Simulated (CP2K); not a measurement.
InP:

```
CELL_PARAMETERS angstrom
4.14435 0.00000 0.00000
2.07218 3.58911 0.00000
2.07218 1.19637 3.38385
ATOMIC_POSITIONS crystal
In 0.00000 0.00000 0.00000
P 0.75000 0.75000 0.75000
```

Base run:

```yaml
Program: CP2K 2026.2
Functional: PBE
Dispersion: D2
Potentials_or_basis: POTENTIAL_UZH In GTH-PBE-q13, P GTH-PBE-q5; TZVP-MOLOPT-PBE-GTH basis
Density_cutoff: 6123 eV
k_mesh: 8 × 8 × 8
Occupations: fermi-dirac, width 0.05 eV
Spin: no spin polarisation
```

Its results: band gap on the k mesh 0.69 eV, direct; pressure -0.2 GPa.

The run is repeated on the same cell with these changes: dispersion from D2 to D3. What comes out?

Band gap on the k mesh 0.69 eV, direct; pressure 2.5 GPa.

Caveats: spin-orbit coupling is left out, which moves the levels of the heavy elements; the basis of atomic orbitals isn't converged, which shifts pressures, moduli and gaps.

